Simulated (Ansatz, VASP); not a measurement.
## One calculation of ZnS, two programs

Contents of INCAR:

```
ALGO = Normal
EDIFF = 1E-6
ENCUT = 520
GGA = PS
ISIF = 2
ISMEAR = 0
LASPH = True
LCHARG = True
LELF = True
LREAL = False
LVHAR = True
LWAVE = False
NBANDS = 16
NELM = 100
PREC = Accurate
SIGMA = 0.05
```

Contents of KPOINTS:

```
k-points
0
Gamma
  10 10 10
```

POSCAR

```
ZnS
1.0
    0.0000000000      2.6235105000      2.7452197500
    2.6235105000      0.0000000000      2.7452197500
    2.6235105000      2.6235105000      0.0000000000
Zn S
1 1
Direct
    0.0000000000      0.0000000000      0.0000000000
    0.7500000000      0.7500000000      0.7500000000
```

Input for Ansatz:

```yaml
crystal:
  lattice:
    - [0.0, 2.6235105, 2.74521975]
    - [2.6235105, 0.0, 2.74521975]
    - [2.6235105, 2.6235105, 0.0]
  atoms:
    - { symbol: Zn, position: [0.0, 0.0, 0.0] }
    - { symbol: S, position: [0.75, 0.75, 0.75] }
basis:
  ecutwfc: 420
kpoints:
  mp_grid: { grid: [10, 10, 10] }
hamiltonian:
  xc: pbesol
scf:
  occupations: { method: gaussian, width: 0.05 }
output:
  forces: true
  stress: true
  eigenvalues: true
```

Change from the starting cell: strain -0.030 along x and y, +0.015 along z, atoms carried along.

Alike in both runs: task single point; functional PBEsol; k mesh 10 × 10 × 10; occupations gaussian, width 0.05 eV; no spin polarisation.

```csv
,VASP,Ansatz
version,VASP 6.6.1,Ansatz 0.2.0
potentials or method,"VASP PAW PBE potentials, release 64 (Zn, S)","scalar-relativistic, plane waves, PAW"
plane-wave cutoff (eV),520,420
valence electrons in the cell,18,18
```

```tsv
	VASP	Ansatz	Ansatz less VASP
gap on the k mesh at the Fermi level (eV)	2.10	2.09	-0.009
least direct gap on the mesh (eV)	2.10	2.09	-0.009
pressure (GPa)	1.5	1.3	-0.21
largest component of the traceless stress (GPa)	1.37	1.37	+0.009
```

With one functional, cell and mesh, what is left measures potentials, basis and numerics.

Caveats: the PAW data sets were made with another functional, which shifts forces and pressure a little (VASP).
